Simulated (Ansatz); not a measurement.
**MoSe2 under changes of volume**

One of the cells (20.129 Å³/atom); the others are scaled copies at fixed shape and fractional positions:

```
Mo Se
1.0
     3.28800    0.00000    0.00000
    -1.64400    2.84749    0.00000
     0.00000    0.00000   12.90000
Mo Se
2 4
Direct
  0.66667 0.33333 0.75000
  0.33333 0.66667 0.25000
  0.66667 0.33333 0.37500
  0.33333 0.66667 0.87500
  0.66667 0.33333 0.12500
  0.33333 0.66667 0.62500
```

* Program: Ansatz 0.2.0
* Functional: PBE
* Potentials or basis: Ansatz PAW
* Cutoff: 420 eV (not typed: the program's choice for these potentials)
* k mesh: 9 × 9 × 2
* Occupations: fermi-dirac, width 0.05 eV
* Spin: no spin polarisation

| volume (Å³/atom) | energy over the lowest point (meV/atom) | pressure (GPa) | largest force (eV/Å) |
| --- | --- | --- | --- |
| 18.922 | ? | ? | ? |
| 19.324 | 86.42 | 14.7 | 1.860 |
| 19.727 | 53.91 | 11.2 | 1.467 |
| 20.129 | 29.80 | 8.0 | 1.102 |
| 20.532 | 13.26 | 5.2 | 0.765 |
| 20.935 | 3.55 | 2.6 | 0.452 |
| 21.337 | 0.00 | 0.3 | 0.161 |

What does the run at 18.922 Å³/atom give?

Energy over the lowest point 128.25 meV/atom; pressure 18.6 GPa; largest force 2.284 eV/Å.

Worked out: A Birch-Murnaghan fit of order 3 (a polynomial in V^(-2/3)) to the other rows has its minimum at 21.39 Å³/atom, just outside them, with B0 = V·E''(V) = 116 GPa and B' = 4.4 at fixed shape and positions, which overstates the stiffness. It gives 128.17 meV/atom at 18.922 Å³/atom, against the run's 128.25, and -dE/dV = 18.6 GPa, against 18.6.

Energies are extrapolated to zero smearing.

Caveats: the cell's inner coordinates are idealised or old, which leaves forces on the atoms; this functional lacks dispersion, which binds the layers, so the pressure and a relaxed spacing across them are unreliable.
